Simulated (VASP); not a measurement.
# Y (P6/mmm) in VASP: further runs, part 2 of 2

VASP 6.6.1. Earlier steps stand in the parts before.

## Step 3: Single point, LDA

This run uses another cell than the first one, of 30.70 Å³/atom, 1.040 times its volume.

INCAR reads:

```
SYSTEM = Y
ALGO = Normal
EDIFF = 1E-6
ENCUT = 520
GGA = CA
ISIF = 2
ISMEAR = -1
LASPH = .True.
LCHARG = .False.
LREAL = .False.
LWAVE = .False.
NBANDS = 24
NELM = 80
PREC = Accurate
SIGMA = 0.1
```

KPOINTS reads:

```
k-points
0
Gamma
  8 8 10
  0 0 0
```

POSCAR reads:

```
Y
1.0
    5.5481982703      0.0000000000      0.0000000000
   -2.7740991351      4.8048806473      0.0000000000
    0.0000000000      0.0000000000      3.4543379495
Y
3
Direct
    0.0000000000      0.0000000000      0.0000000000
    0.3333333333      0.6666666667      0.5000000000
    0.6666666667      0.3333333333      0.5000000000
```

Potentials or basis: VASP PAW LDA potentials, release 64 (Y_sv).

Started as:

```bash
> cat potpaw_LDA.64/Y_sv/POTCAR > POTCAR
> mpirun -np 1 vasp_std > vasp.out
```

OUTCAR:

```text
SYSTEM = Y
   EDIFF = 1E-6
   ENCUT = 520
   GGA = CA
   ISIF = 2
   ISMEAR = -1
   LASPH = .True.
   LREAL = .False.
   NELM = 80
   PREC = Accurate

 ion  position               nearest neighbor table
   1  0.000  0.000  0.000-   2 3.64   3 3.64   2 3.64   3 3.64   2 3.64   2 3.64   3 3.64   3 3.64
                             3 3.64   3 3.64   2 3.64   2 3.64
   2  0.333  0.667  0.500-   3 3.20   3 3.20   3 3.20   1 3.64   1 3.64   1 3.64   1 3.64   1 3.64
                             1 3.64
   3  0.667  0.333  0.500-   2 3.20   2 3.20   2 3.20   1 3.64   1 3.64   1 3.64   1 3.64   1 3.64
                             1 3.64

  LATTYP: Found a hexagonal cell.
 ALAT       =     5.5481982703
 C/A-ratio  =     0.6226053542

  Lattice vectors:

 A1 = (   5.5481982703,   0.0000000000,   0.0000000000)
 A2 = (  -2.7740991351,   4.8048806473,   0.0000000000)
 A3 = (   0.0000000000,   0.0000000000,   3.4543379495)

Analysis of symmetry for initial positions (statically):
=====================================================================
 Subroutine PRICEL returns:
 Original cell was already a primitive cell.

 Routine SETGRP: Setting up the symmetry group for a
 hexagonal supercell.

[... 169 lines left out ...]
 E-fermi :   3.1147     XC(G=0):  -9.9052

 val. band max:        3.1125191265   @ k =   0.3750  -0.0000   0.2000
 cond. band min:       3.1146694496   @ k =   0.1250   0.1250   0.2000
 fundamental gap:      0.0021503232
 Fermi energy:         3.1146678975

 k-point     1 :       0.0000    0.0000    0.0000
  band No.  band energies     occupation
      1     -39.1863      2.00000
      2     -39.0564      2.00000
      3     -39.0458      2.00000
      4     -19.5542      2.00000
      5     -19.5542      2.00000
      6     -19.3218      2.00000
[... 637 lines left out ...]
     23       5.7607      0.00000
     24       6.4018      0.00000

 [... further k-points ...]

------------------------ aborting loop because EDIFF is reached ----------------------------------------

  FORCE on cell =-STRESS in cart. coord.  units (eV):
  Direction    XX          YY          ZZ          XY          YZ          ZX
  --------------------------------------------------------------------------------------
  -------------------------------------------------------------------------------------
  Total       -1.0518356     -1.0518356     -0.9325366     -0.0000000      0.0000000     -0.0000000
  in kB      -18.3003349    -18.3003349    -16.2247149     -0.0000000      0.0000000     -0.0000000
  external PRESSURE =     -17.6084616 kB  Pullay stress =       0.0000000 kB

 VOLUME and BASIS-vectors are now :
 -----------------------------------------------------------------------------
  energy-cutoff  :      520.00
  volume of cell :       92.09
      direct lattice vectors                 reciprocal lattice vectors
     5.548198270  0.000000000  0.000000000     0.180238692  0.104060857  0.000000000
    -2.774099135  4.804880647  0.000000000     0.000000000  0.208121715  0.000000000
     0.000000000  0.000000000  3.454337950     0.000000000  0.000000000  0.289491073

 POSITION                                       TOTAL-FORCE (eV/Angst)
 -----------------------------------------------------------------------------------
      0.00000      0.00000      0.00000        -0.000000      0.000000      0.000000
     -0.00000      3.20325      1.72717        -0.000000     -0.000000      0.000000
      2.77410      1.60163      1.72717         0.000000      0.000000      0.000000
 -----------------------------------------------------------------------------------
    total drift:                               -0.000000      0.000000     -0.000000

  FREE ENERGIE OF THE ION-ELECTRON SYSTEM (eV)
  ---------------------------------------------------
  free  energy   TOTEN  =       -20.7530504724 eV

  energy  without entropy=      -20.5729305273  energy(sigma->0) =      -20.66299050
```

Run time: 2.7 min. Hardware: 1 thread of Intel Xeon Platinum 8259CL at 2.50GHz (Skylake/Cascade Lake), shared host; peak memory 0.26 GiB.

Results:

| Quantity | Value |
| --- | --- |
| Free energy | -20.7531 eV |
| Pressure | -1.8 GPa |
| Band gap on the k mesh | none (metal or under the smearing width) |

Stress tensor (GPa, compression positive):
```
-1.83  0.00  0.00
 0.00 -1.83  0.00
 0.00  0.00 -1.62
```

## Step 4: Single point, LDA

This run uses another cell than the first one, of 33.06 Å³/atom, 1.120 times its volume.

INCAR reads:

```
SYSTEM = Y
PREC = Accurate ; ENCUT = 520
EDIFF = 1E-6 ; ISMEAR = -1
SIGMA = 0.1 ; LREAL = .FALSE.
LASPH = .TRUE. ; NELM = 100
ALGO = Normal ; ISIF = 2
LWAVE = .FALSE. ; LCHARG = .FALSE.
NBANDS = 24
```

KPOINTS reads:

```
Automatic mesh
0
G
  8 8 10
  0 0 0
```

POSCAR reads:

```
Y
1.0
    5.6869603511      0.0000000000      0.0000000000
   -2.8434801755      4.9250521344      0.0000000000
    0.0000000000      0.0000000000      3.5407319640
Y
3
Direct
    0.0000000000      0.0000000000      0.0000000000
    0.3333333333      0.6666666667      0.5000000000
    0.6666666667      0.3333333333      0.5000000000
```

Potentials or basis: VASP PAW LDA potentials, release 64 (Y_sv).

Started as:

```bash
> cat potpaw_LDA.64/Y_sv/POTCAR > POTCAR
> mpirun -np 1 vasp_std > vasp.out
```

OUTCAR:

```text
SYSTEM = Y
   PREC = Accurate
   ENCUT = 520
   EDIFF = 1E-6
   ISMEAR = -1
   LREAL = .FALSE.
   LASPH = .TRUE.
   NELM = 100
   ISIF = 2

 ion  position               nearest neighbor table
   1  0.000  0.000  0.000-   2 3.73   3 3.73   2 3.73   3 3.73   3 3.73   3 3.73   2 3.73   2 3.73
                             3 3.73   3 3.73   2 3.73   2 3.73
   2  0.333  0.667  0.500-   3 3.28   3 3.28   3 3.28   1 3.73   1 3.73   1 3.73   1 3.73   1 3.73
                             1 3.73
   3  0.667  0.333  0.500-   2 3.28   2 3.28   2 3.28   1 3.73   1 3.73   1 3.73   1 3.73   1 3.73
                             1 3.73
[... 847 lines left out ...]
  Direction    XX          YY          ZZ          XY          YZ          ZX
  --------------------------------------------------------------------------------------
  -------------------------------------------------------------------------------------
  Total       -2.7579302     -2.7579302     -2.4785878     -0.0000000     -0.0000000      0.0000000
  in kB      -44.5563665    -44.5563665    -40.0433874     -0.0000000     -0.0000000      0.0000000
  external PRESSURE =     -43.0520401 kB  Pullay stress =       0.0000000 kB

 VOLUME and BASIS-vectors are now :
 -----------------------------------------------------------------------------
  energy-cutoff  :      520.00
  volume of cell :       99.17
      direct lattice vectors                 reciprocal lattice vectors
     5.686960351  0.000000000  0.000000000     0.175840860  0.101521768  0.000000000
    -2.843480175  4.925052134  0.000000000     0.000000000  0.203043536  0.000000000
     0.000000000  0.000000000  3.540731964     0.000000000  0.000000000  0.282427478

 POSITION                                       TOTAL-FORCE (eV/Angst)
 -----------------------------------------------------------------------------------
      0.00000      0.00000      0.00000        -0.000000      0.000000      0.000000
     -0.00000      3.28337      1.77037        -0.000000     -0.000000      0.000000
      2.84348      1.64168      1.77037         0.000000      0.000000      0.000000
 -----------------------------------------------------------------------------------
    total drift:                               -0.000000      0.000000     -0.000000

  FREE ENERGIE OF THE ION-ELECTRON SYSTEM (eV)
  ---------------------------------------------------
  free  energy   TOTEN  =       -20.6168715494 eV

  energy  without entropy=      -20.4217230034  energy(sigma->0) =      -20.51929728
```

Run time: 2.6 min. Hardware: 1 thread of Intel Xeon Platinum 8259CL at 2.50GHz (Skylake/Cascade Lake), shared host; peak memory 0.26 GiB.

Results:

| Item | Value |
| --- | --- |
| Free energy | -20.6169 eV |
| Pressure | -4.3 GPa |
| Band gap on the k mesh | none (metal or under the smearing width) |

Stress tensor (GPa, compression positive):
```
-4.46  0.00  0.00
 0.00 -4.46  0.00
 0.00  0.00 -4.00
```

## Step 5: Overview

```tsv
cell	k mesh	gap on the mesh (eV)	pressure (GPa)
P6/mmm, 29.52 Å³/atom	9 × 9 × 12	none	-0.1
P6/mmm, 30.7 Å³/atom	8 × 8 × 10	none	-1.8
P6/mmm, 33.06 Å³/atom	8 × 8 × 10	none	-4.3
```

Alike in all rows: task single point; level LDA; potentials or basis VASP PAW LDA potentials, release 64 (Y_sv); no spin polarisation; cutoff (eV) 520; smearing fermi-dirac 0.1 eV.

Every run on the cell as given and a fine mesh finds a metal.

Total energies depend on the potentials used, so only differences within one code and one set of settings carry meaning.
